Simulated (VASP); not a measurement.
# Na (P6_3/mmc) in VASP: a series of runs, part 2 of 2

VASP 6.6.1.

**3. Single point, PBE**

The input, INCAR:

```
SYSTEM = Na
PREC     = Accurate       ! precision mode
ENCUT    = 340            ! plane-wave cutoff, eV
EDIFF    = 1E-6           ! SCF threshold, eV
ISMEAR   = 0              ! smearing method
SIGMA    = 0.2            ! smearing width, eV
LREAL    = .FALSE.        ! projectors in reciprocal space
LASPH    = .TRUE.         ! aspherical terms in the spheres
NELM     = 100            ! most SCF steps
ALGO     = Normal         ! electronic algorithm
ISIF     = 2              ! what is computed and relaxed
LWAVE    = .FALSE.        ! write WAVECAR
LCHARG   = .FALSE.        ! write CHGCAR
GGA      = PE             ! functional
NBANDS   = 14             ! bands
ADDGRID  = .FALSE.
```

The input, KPOINTS:

```
regular mesh
0
G
  4 4 2
  0 0 0
```

The input, POSCAR:

```
Na
1.0
    3.7670000000      0.0000000000      0.0000000000
   -1.8835000000      3.2623176961      0.0000000000
    0.0000000000      0.0000000000      6.1540000000
Na
2
Direct
    0.6666666667      0.3333333333      0.7500000000
    0.3333333333      0.6666666667      0.2500000000
```

Potentials or basis: VASP PAW PBE potentials, release 64 (Na_pv).

Run with:

```bash
> cat potpaw_PBE.64/Na_pv/POTCAR > POTCAR
> mpirun -np 1 vasp_std > vasp.out
```

OUTCAR:

```text
SYSTEM = Na
   PREC = Accurate
   ENCUT = 340
   EDIFF = 1E-6
   ISMEAR = 0
   LREAL = .FALSE.
   LASPH = .TRUE.
   NELM = 100
   ISIF = 2
   GGA = PE

 Found      8 irreducible k-points:

 Following reciprocal coordinates:
            Coordinates               Weight
  0.000000  0.000000  0.000000      1.000000
  0.250000 -0.000000  0.000000      6.000000
  0.500000 -0.000000  0.000000      3.000000
  0.250000  0.250000  0.000000      6.000000
  0.000000  0.000000  0.500000      1.000000
  0.250000 -0.000000  0.500000      6.000000
   k-points           NKPTS =      8   k-points in BZ     NKDIM =      8   number of bands    NBANDS=     14
   number of dos      NEDOS =    301   number of ions     NIONS =      2
   total plane-waves  NPLWV =  23040
   dimension x,y,z NGX =    24 NGY =   24 NGZ =   40
   dimension x,y,z NGXF=    48 NGYF=   48 NGZF=   80
   ions per type =               2
   NGX,Y,Z   is equivalent  to a cutoff of  10.59, 10.59, 10.81 a.u.
   NGXF,Y,Z  is equivalent  to a cutoff of  21.18, 21.18, 21.61 a.u.
 SYSTEM =  Na
   PREC   = accura    normal or accurate (medium, high low for compatibility)
   ISTART =      0    job   : 0-new  1-cont  2-samecut
   ICHARG =      2    charge: 1-file 2-atom 10-const
   ISPIN  =      1    spin polarized calculation?
   LNONCOLLINEAR =      F non collinear calculations
   LSORBIT =      F    spin-orbit coupling
   LASPH  =      T    aspherical Exc in radial PAW
   ENCUT  =  340.0 eV  24.99 Ry    5.00 a.u.   5.66  5.66  9.25*2*pi/ulx,y,z
   NELM   =    100;   NELMIN=  2; NELMDL= -5     # of ELM steps
   EDIFF  = 0.1E-05   stopping-criterion for ELM
   LREAL  =      F    real-space projection
   EDIFFG = 0.1E-04   stopping-criterion for IOM
   NSW    =      0    number of steps for IOM
   IBRION =     -1    ionic relax: 0-MD 1-quasi-New 2-CG
   NFREE  =      0    steps in history (QN), initial steepest desc. (CG)
   ISIF   =      2    stress and relaxation
   ISYM   =      2    0-nonsym 1-usesym 2-fastsym
   POTIM  = 0.5000    time-step for ionic-motion
   TEBEG  =    0.0;   TEEND  =   0.0 temperature during run
   PSTRESS=    0.0 pullay stress
   NELECT =      14.0000    total number of electrons
   NUPDOWN=      -1.0000    fix difference up-down
   EMIN   =  10.00;   EMAX   =-10.00  energy-range for DOS
   EFERMI =   0.00;   METHOD = LEGACY
   ISMEAR =     0;   SIGMA  =   0.20  broadening in eV -4-tet -1-fermi 0-gaus
   EFERMI_NEDOS =   21; number of points for ismear=-14 and -15
   IALGO  =     38    algorithm
   IMIX   =      4    mixing-type and parameters
     AMIX     =   0.40;   BMIX     =  1.00
     AMIX_MAG =   1.60;   BMIX_MAG =  1.00
  volume/ion in A,a.u.               =      37.81       255.18
  Fermi-wavevector in a.u.,A,eV,Ry     =   0.933020  1.763153 11.844235  0.870527
  Thomas-Fermi vector in A             =   2.059678
   LORBIT       =      0    0 simple, 1 ext, 2 COOP (PROOUT), +10 PAW based schemes
   GGA     = PE    functional components
   LHFCALC =     F    Hartree Fock is set to
   AEXX    =    0.0000 exact exchange contribution
   IVDW    =     0    specifies the selected vdW correction
   LEPSILON=     F    determine dielectric tensor
   LRPA    =     F    only Hartree local field effects (RPA)
 non-spin polarized calculation
 Gauss-broadening in eV      SIGMA  =   0.20
  energy-cutoff  :      340.00
  volume of cell :       75.63
 maximum number of plane-waves:      1099
 NGX is ok and might be reduce to    24
   NGX = 11   NGY = 11   NGZ = 19

 number of electron      13.9999991 magnetization

 Free energy of the ion-electron system (eV)
  ---------------------------------------------------
  ext. energy  EPLUGINS =         0.00000000
  ---------------------------------------------------
  free energy    TOTEN  =        -2.58757737 eV

  energy without entropy =       -2.53861590  energy(sigma->0) =       -2.56309663

 E-fermi :   0.5458     XC(G=0):  -6.4524

 val. band max:        0.5125458278   @ k =   0.5000  -0.0000   0.0000
 cond. band min:       0.6210872742   @ k =   0.5000  -0.0000   0.0000
 fundamental gap:      0.1085414464
 Fermi energy:         0.5457573725

 k-point     1 :       0.0000    0.0000    0.0000
  band No.  band energies     occupation
      1     -24.6678      2.00000
      2     -24.6363      2.00000
      3     -24.6363      2.00000
      4     -24.6352      2.00000
      5     -24.6316      2.00000
      6     -24.6316      2.00000
      7      -2.9677      2.00000
      8       0.8234      0.04959
      9       1.2054      0.00000
     10      10.1417      0.00000
     11      10.1417      0.00000
     12      10.4842      0.00000
     13      10.4842      0.00000
     14      10.6345      0.00000

 k-point     2 :       0.2500   -0.0000    0.0000
  band No.  band energies     occupation
      1     -24.6619      2.00000
      2     -24.6486      2.00000
      3     -24.6442      2.00000
      4     -24.6401      2.00000
      5     -24.6377      2.00000
      6     -24.6339      2.00000
      7      -2.0618      2.00000
      8       1.6374      0.00000
      9       2.0662      0.00000
     10       4.9144      0.00000
     11       7.8771      0.00000
     12       8.0653      0.00000
     13       8.2408      0.00000
     14       9.8022      0.00000

 k-point     3 :       0.5000   -0.0000    0.0000
  band No.  band energies     occupation
      1     -24.6613      2.00000
      2     -24.6562      2.00000
      3     -24.6534      2.00000
      4     -24.6437      2.00000
      5     -24.6429      2.00000
      6     -24.6363      2.00000
      7       0.5125      1.18567
      8       0.6211      0.59427
      9       4.0940      0.00000
     10       4.1056      0.00000
     11       4.5628      0.00000
     12       4.7973      0.00000
     13       7.3177      0.00000
     14       8.2370      0.00000

 k-point     4 :       0.2500    0.2500    0.0000
  band No.  band energies     occupation
      1     -24.6559      2.00000
      2     -24.6537      2.00000
      3     -24.6535      2.00000
      4     -24.6462      2.00000
      5     -24.6429      2.00000
      6     -24.6417      2.00000
      7      -0.2954      2.00000
      8       2.8991      0.00000
      9       3.0190      0.00000
     10       3.2762      0.00000
     11       4.3218      0.00000
     12       6.5164      0.00000
     13       6.6548      0.00000
     14       7.2346      0.00000

 k-point     5 :       0.0000    0.0000    0.5000
  band No.  band energies     occupation
      1     -24.6515      2.00000
      2     -24.6515      2.00000
      3     -24.6339      2.00000
      4     -24.6339      2.00000
      5     -24.6339      2.00000
      6     -24.6339      2.00000
      7      -1.9504      2.00000
      8      -1.9504      2.00000
      9       5.7240      0.00000
     10       5.7240      0.00000
     11      10.7265      0.00000
     12      10.7265      0.00000
     13      10.7265      0.00000
     14      10.7265      0.00000

 k-point     6 :       0.2500   -0.0000    0.5000
  band No.  band energies     occupation
      1     -24.6547      2.00000
      2     -24.6547      2.00000
      3     -24.6415      2.00000
      4     -24.6415      2.00000
      5     -24.6370      2.00000
      6     -24.6370      2.00000
      7      -1.0615      2.00000
      8      -1.0615      2.00000
      9       5.6203      0.00000
     10       5.6203      0.00000
     11       6.6564      0.00000
     12       6.6564      0.00000
     13       8.9113      0.00000
     14       8.9113      0.00000

 [... further k-points ...]

------------------------ aborting loop because EDIFF is reached ----------------------------------------

  FORCE on cell =-STRESS in cart. coord.  units (eV):
  Direction    XX          YY          ZZ          XY          YZ          ZX
  --------------------------------------------------------------------------------------
  -------------------------------------------------------------------------------------
  Total        0.2328174      0.2328174     -0.6372172      0.0000000      0.0000000     -0.0000000
  in kB        4.9322688      4.9322688    -13.4995311      0.0000000      0.0000000     -0.0000000
  external PRESSURE =      -1.2116645 kB  Pullay stress =       0.0000000 kB

 VOLUME and BASIS-vectors are now :
 -----------------------------------------------------------------------------
  energy-cutoff  :      340.00
  volume of cell :       75.63
      direct lattice vectors                 reciprocal lattice vectors
     3.767000000  0.000000000  0.000000000     0.265463233  0.153265269  0.000000000
    -1.883500000  3.262317696  0.000000000     0.000000000  0.306530538  0.000000000
     0.000000000  0.000000000  6.154000000     0.000000000  0.000000000  0.162495938

 POSITION                                       TOTAL-FORCE (eV/Angst)
 -----------------------------------------------------------------------------------
      1.88350      1.08744      4.61550        -0.000000      0.000000      0.000000
     -0.00000      2.17488      1.53850         0.000000     -0.000000      0.000000
 -----------------------------------------------------------------------------------
    total drift:                                0.000000     -0.000000      0.000000

  FREE ENERGIE OF THE ION-ELECTRON SYSTEM (eV)
  ---------------------------------------------------
  free  energy   TOTEN  =        -2.5875773700 eV

  energy  without entropy=       -2.5386158973  energy(sigma->0) =       -2.56309663
```

Run time: 4.6 s. Hardware: 1 thread of Intel Xeon Platinum 8488C (Sapphire Rapids), shared host; peak memory 0.14 GiB.

The run converged, but some of its settings lie outside the range that counts as converged, so its numbers aren't taken as properties of the crystal.

Results:

```
Free energy            : -2.5876 eV
Pressure               : -0.1 GPa
Band gap on the k mesh : none (metal or under the smearing width)
```

Caveat: the k mesh is coarse (spacing up to 0.51 Å⁻¹), so the values aren't converged.

**4. Single point, PBE**

INCAR is that of step 3.

KPOINTS is that of step 3.

The input, POSCAR:

```
Na
1.0
    3.7670000000      0.0000000000      0.0000000000
   -1.8835000000      3.2623176961      0.0000000000
    0.0000000000      0.0000000000      6.1540000000
Na
2
Direct
    0.6607270000      0.3253030000      0.7651560000
    0.3322080000      0.6634530000      0.2738460000
```

Run with:

```bash
> cat potpaw_PBE.64/Na_pv/POTCAR > POTCAR
> mpirun -np 1 vasp_std > vasp.out
```

It took 6.5 s on 1 thread of Intel Xeon Platinum 8488C (Sapphire Rapids), shared host; peak memory 0.14 GiB.

These settings aren't checked as converged: the numbers below hold their error.

Results:

| Property | Result |
| --- | --- |
| Free energy | -2.5870 eV |
| Pressure | -0.1 GPa |
| Largest force | 0.021 eV/Å |
| Band gap on the k mesh | none (metal or under the smearing width) |

Caveat: the k mesh is coarse (spacing up to 0.51 Å⁻¹), so the values aren't converged.

**5. Single point, PBE**

INCAR, as its differences from that of step 4:

```diff
@@ -2,3 +2,3 @@
 PREC     = Accurate       ! precision mode
-ENCUT    = 340            ! plane-wave cutoff, eV
+ENCUT    = 520            ! plane-wave cutoff, eV
 EDIFF    = 1E-6           ! SCF threshold, eV
```

The input, KPOINTS:

```
regular mesh
0
G
  3 3 2
  0 0 0
```

The input, POSCAR:

```
Na
1.0
    3.7670000000      0.0000000000      0.0000000000
   -1.8835000000      3.2623176961      0.0000000000
    0.0000000000      0.0000000000      6.1540000000
Na
2
Direct
    0.6666666667      0.3333333333      0.7500000000
    0.3333333333      0.6666666667      0.2500000000
```

Potentials or basis: VASP PAW PBE potentials, release 64 (Na_pv).

Run with:

```bash
> cat potpaw_PBE.64/Na_pv/POTCAR > POTCAR
> mpirun -np 1 vasp_std > vasp.out
```

OUTCAR:

```text
SYSTEM = Na
   PREC = Accurate
   ENCUT = 520
   EDIFF = 1E-6
   ISMEAR = 0
   LREAL = .FALSE.
   LASPH = .TRUE.
   NELM = 100
   ISIF = 2
   GGA = PE

 Found      6 irreducible k-points:

 Following reciprocal coordinates:
            Coordinates               Weight
  0.000000  0.000000  0.000000      1.000000
  0.333333 -0.000000  0.000000      6.000000
  0.333333  0.333333  0.000000      2.000000
  0.000000  0.000000  0.500000      1.000000
  0.333333 -0.000000  0.500000      6.000000
  0.333333  0.333333  0.500000      2.000000
   k-points           NKPTS =      6   k-points in BZ     NKDIM =      6   number of bands    NBANDS=     14
   number of dos      NEDOS =    301   number of ions     NIONS =      2
   total plane-waves  NPLWV =  37632
   dimension x,y,z NGX =    28 NGY =   28 NGZ =   48
   dimension x,y,z NGXF=    56 NGYF=   56 NGZF=   96
   ions per type =               2
   NGX,Y,Z   is equivalent  to a cutoff of  12.36, 12.36, 12.97 a.u.
   NGXF,Y,Z  is equivalent  to a cutoff of  24.71, 24.71, 25.93 a.u.
 SYSTEM =  Na
   PREC   = accura    normal or accurate (medium, high low for compatibility)
   ISTART =      0    job   : 0-new  1-cont  2-samecut
   ICHARG =      2    charge: 1-file 2-atom 10-const
   ISPIN  =      1    spin polarized calculation?
   LNONCOLLINEAR =      F non collinear calculations
   LSORBIT =      F    spin-orbit coupling
   LASPH  =      T    aspherical Exc in radial PAW
   ENCUT  =  520.0 eV  38.22 Ry    6.18 a.u.   7.00  7.00 11.44*2*pi/ulx,y,z
   NELM   =    100;   NELMIN=  2; NELMDL= -5     # of ELM steps
   EDIFF  = 0.1E-05   stopping-criterion for ELM
   LREAL  =      F    real-space projection
   EDIFFG = 0.1E-04   stopping-criterion for IOM
   NSW    =      0    number of steps for IOM
   IBRION =     -1    ionic relax: 0-MD 1-quasi-New 2-CG
   NFREE  =      0    steps in history (QN), initial steepest desc. (CG)
   ISIF   =      2    stress and relaxation
   ISYM   =      2    0-nonsym 1-usesym 2-fastsym
   POTIM  = 0.5000    time-step for ionic-motion
   TEBEG  =    0.0;   TEEND  =   0.0 temperature during run
   PSTRESS=    0.0 pullay stress
   NELECT =      14.0000    total number of electrons
   NUPDOWN=      -1.0000    fix difference up-down
   EMIN   =  10.00;   EMAX   =-10.00  energy-range for DOS
   EFERMI =   0.00;   METHOD = LEGACY
   ISMEAR =     0;   SIGMA  =   0.20  broadening in eV -4-tet -1-fermi 0-gaus
   EFERMI_NEDOS =   21; number of points for ismear=-14 and -15
   IALGO  =     38    algorithm
   IMIX   =      4    mixing-type and parameters
[... 21 lines left out ...]

 Free energy of the ion-electron system (eV)
  ---------------------------------------------------
  ext. energy  EPLUGINS =         0.00000000
  ---------------------------------------------------
  free energy    TOTEN  =        -2.73241641 eV

  energy without entropy =       -2.67249589  energy(sigma->0) =       -2.70245615

 E-fermi :  -0.2827     XC(G=0):  -6.4498

 val. band max:       -0.3780884088   @ k =   0.3333  -0.0000   0.5000
 cond. band min:       0.8244500836   @ k =   0.0000   0.0000   0.0000
 fundamental gap:      1.2025384924
 Fermi energy:        -0.2827011536

 k-point     1 :       0.0000    0.0000    0.0000
  band No.  band energies     occupation
      1     -24.6711      2.00000
      2     -24.6427      2.00000
      3     -24.6427      2.00000
      4     -24.6386      2.00000
      5     -24.6382      2.00000
      6     -24.6382      2.00000
      7      -2.9651      2.00000
      8       0.8245      0.00000
      9       1.2092      0.00000
     10      10.1452      0.00000
     11      10.1452      0.00000
     12      10.4850      0.00000
     13      10.4851      0.00000
     14      10.6387      0.00000
[... 71 lines left out ...]
      1     -24.6642      2.00000
      2     -24.6642      2.00000
      3     -24.6577      2.00000
      4     -24.6577      2.00000
      5     -24.6447      2.00000
      6     -24.6447      2.00000
      7       2.3270      0.00000
      8       2.3270      0.00000
      9       2.4949      0.00000
     10       2.4949      0.00000
     11       3.3282      0.00000
     12       3.3282      0.00000
     13       9.9914      0.00000
     14       9.9914      0.00000

------------------------ aborting loop because EDIFF is reached ----------------------------------------

  FORCE on cell =-STRESS in cart. coord.  units (eV):
  Direction    XX          YY          ZZ          XY          YZ          ZX
  --------------------------------------------------------------------------------------
  -------------------------------------------------------------------------------------
  Total       -0.0259666     -0.0259666     -0.2269589      0.0000000      0.0000000      0.0000000
  in kB       -0.5501055     -0.5501055     -4.8081543      0.0000000      0.0000000      0.0000000
  external PRESSURE =      -1.9694551 kB  Pullay stress =       0.0000000 kB

 VOLUME and BASIS-vectors are now :
 -----------------------------------------------------------------------------
  energy-cutoff  :      520.00
  volume of cell :       75.63
      direct lattice vectors                 reciprocal lattice vectors
     3.767000000  0.000000000  0.000000000     0.265463233  0.153265269  0.000000000
    -1.883500000  3.262317696  0.000000000     0.000000000  0.306530538  0.000000000
     0.000000000  0.000000000  6.154000000     0.000000000  0.000000000  0.162495938

 POSITION                                       TOTAL-FORCE (eV/Angst)
 -----------------------------------------------------------------------------------
      1.88350      1.08744      4.61550         0.000000     -0.000000      0.000000
     -0.00000      2.17488      1.53850        -0.000000      0.000000      0.000000
 -----------------------------------------------------------------------------------
    total drift:                                0.000000     -0.000000      0.000000

  FREE ENERGIE OF THE ION-ELECTRON SYSTEM (eV)
  ---------------------------------------------------
  free  energy   TOTEN  =        -2.7324164103 eV

  energy  without entropy=       -2.6724958851  energy(sigma->0) =       -2.70245615
```

stdout:

```text
POSCAR found type information on POSCAR Na
 POSCAR found :  1 types and       2 ions
 scaLAPACK will be used
 LDA part: xc-table for (Slater+PW92), standard interpolation
 POSCAR, INCAR and KPOINTS ok, starting setup
 FFT: planning ... GRIDC
 FFT: planning ... GRID_SOFT
 FFT: planning ... GRID
 WAVECAR not read
 entering main loop
```

Run time: 3.9 s. Hardware: 1 thread of Intel Xeon Platinum 8488C (Sapphire Rapids), shared host; peak memory 0.16 GiB.

The run converged, but some of its settings lie outside the range that counts as converged, so its numbers aren't taken as properties of the crystal.

What came out:

* Free energy: -2.7324 eV
* Pressure: -0.2 GPa
* Band gap on the k mesh: none (metal or under the smearing width)

Caveat: the k mesh is coarse (spacing up to 0.64 Å⁻¹), so the values aren't converged.

**6. Single point, PBE**

INCAR is that of step 5.

KPOINTS is that of step 5.

The input, POSCAR:

```
Na
1.0
    3.7670000000      0.0000000000      0.0000000000
   -1.8835000000      3.2623176961      0.0000000000
    0.0000000000      0.0000000000      6.1540000000
Na
2
Direct
    0.6607270000      0.3253030000      0.7651560000
    0.3322080000      0.6634530000      0.2738460000
```

Potentials or basis: VASP PAW PBE potentials, release 64 (Na_pv).

Run with:

```bash
> cat potpaw_PBE.64/Na_pv/POTCAR > POTCAR
> mpirun -np 1 vasp_std > vasp.out
```

Wall time 9.3 s (1 thread of Intel Xeon Platinum 8488C (Sapphire Rapids), shared host); peak memory 0.17 GiB.

These settings aren't checked as converged: the numbers below hold their error.

What came out:

```yaml
Free_energy: -2.7321 eV
Pressure: -0.2 GPa
Largest_force: 0.011 eV/Å
Band_gap_on_the_k_mesh: none (metal or under the smearing width)
```

Caveat: the k mesh is coarse (spacing up to 0.64 Å⁻¹), so the values aren't converged.

**7. For comparison**

An earlier run on the cell as given: functional PBE; potentials or basis VASP PAW PBE potentials, release 64 (Na_pv); cutoff 520 eV; k mesh 8 × 8 × 5; occupations fermi-dirac, width 0.05 eV; no spin polarisation.

- Pressure: -0.2 GPa
- Band gap on the k mesh: none (metal or under the smearing width)
